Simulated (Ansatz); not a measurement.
The calculation used Ansatz 0.2.0, DFT PBE, scalar-relativistic, plane waves, PAW. All cells share a 420 eV cutoff and Γ-centred k meshes spaced at most about 0.3 Å⁻¹ (about 0.25 or finer for metals, 2π included). No spin polarisation.

Temperature and zero-point effects are left out.

Question: Order these relaxed structures of B5As2 by energy, lowest first, with the energy over the lowest of them.
1.

```cif
data_structure
_symmetry_space_group_name_H-M 'Amm2'
_symmetry_Int_Tables_number 38
_cell_length_a 3.2636
_cell_length_b 12.6620
_cell_length_c 4.2259
_cell_angle_alpha 90.000
_cell_angle_beta 90.000
_cell_angle_gamma 90.000
_cell_volume 174.63
loop_
_atom_site_label
_atom_site_type_symbol
_atom_site_symmetry_multiplicity
_atom_site_Wyckoff_symbol
_atom_site_fract_x
_atom_site_fract_y
_atom_site_fract_z
_atom_site_occupancy
B1 B 4 c 0.74151 0.00000 0.31620 1
B2 B 2 b 0.50000 0.00000 0.70187 1
B3 B 4 e 0.50000 0.58873 0.50445 1
As1 As 4 d 0.00000 0.81001 0.00083 1
```

2.

```cif
data_structure
_symmetry_space_group_name_H-M 'Fd-3m:1'
_symmetry_Int_Tables_number 227
_cell_length_a 8.5683
_cell_length_b 8.5683
_cell_length_c 8.5683
_cell_angle_alpha 90.000
_cell_angle_beta 90.000
_cell_angle_gamma 90.000
_cell_volume 629.04
loop_
_atom_site_label
_atom_site_type_symbol
_atom_site_symmetry_multiplicity
_atom_site_Wyckoff_symbol
_atom_site_fract_x
_atom_site_fract_y
_atom_site_fract_z
_atom_site_occupancy
B1 B 8 a 0.25000 0.25000 0.25000 1
B2 B 32 e 0.36696 0.36696 0.36696 1
As1 As 16 d 0.12500 0.62500 0.12500 1
```

Answer: 1 (0 meV/atom), 2 (562 meV/atom). Forms: cell 1 Amm2; cell 2 Fd-3m. Counting B atoms around As (those within 1.25 times the shortest such distance or 1.15 times the sum of covalent radii, 1.27 where that leaves under three): cell 1 has As 2; cell 2 has As 6. Cell 1 holds B–B nets (shortest 1.58 Å) and As–As chains (shortest 2.60 Å); cell 2 holds B–B units of three or more atoms (shortest 1.74 Å). Both come from invented guesses. The lowest form computed isn't among them: it has space group P-3m1 (No. 164), 10.7 Å³/atom and lies 49 meV/atom below the best shown. Even the lowest of the cells shown lies +0.40 eV/atom against the elements.

In Amm2 an odd number of electrons in the primitive cell allows no gap without spin; a larger cell or a magnetic state could open one. Cells relaxed within their symmetry can be saddle points. Some structure types and database cells were kept out of the candidates from the start, so a known form may be missing.
